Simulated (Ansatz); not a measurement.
Crystal: Mo.

```
Mo
1.0
    -1.58381    1.58381    1.58381
     1.58381   -1.58381    1.58381
     1.58381    1.58381   -1.58381
Mo
1
Direct
  0.00000 0.00000 0.00000
```

- Program: Ansatz 0.2.0
- Task: relaxation of cell and atoms
- Functional: LDA
- Potentials or basis: Ansatz PAW
- Cutoff: 420 eV (not typed: the program's choice for these potentials)
- k mesh: 12 × 12 × 12
- Occupations: fermi-dirac, width 0.05 eV
- Spin: no spin polarisation

At the start: volume 15.89 Å³/atom.

Q: Where does the relaxation end?

A: It ends after 4 steps and the volume is 15.06 Å³/atom (-5.2 %); space group Im-3m (No. 229, to 0.05 Å).

The path:
```tsv
step	energy change (eV)	largest force (eV/Å)	volume (Å³)
1	0.0000	0.0000	15.89
2	-0.0380	0.0000	15.17
3	-0.0388	0.0000	15.06
4	-0.0388	0.0000	15.06
```

Final structure:
```
CELL_PARAMETERS angstrom
-1.55565 1.55565 1.55565
1.55565 -1.55565 1.55565
1.55565 1.55565 -1.55565
ATOMIC_POSITIONS crystal
Mo 0.00000 0.00000 0.00000
```

Caveat: the plane-wave basis is chosen anew once the cell has moved, so the energies of steps on either side of that aren't comparable; the PAW data sets come from PBE, with cores solved anew for the run's functional, which leaves a small shift of forces and pressure.
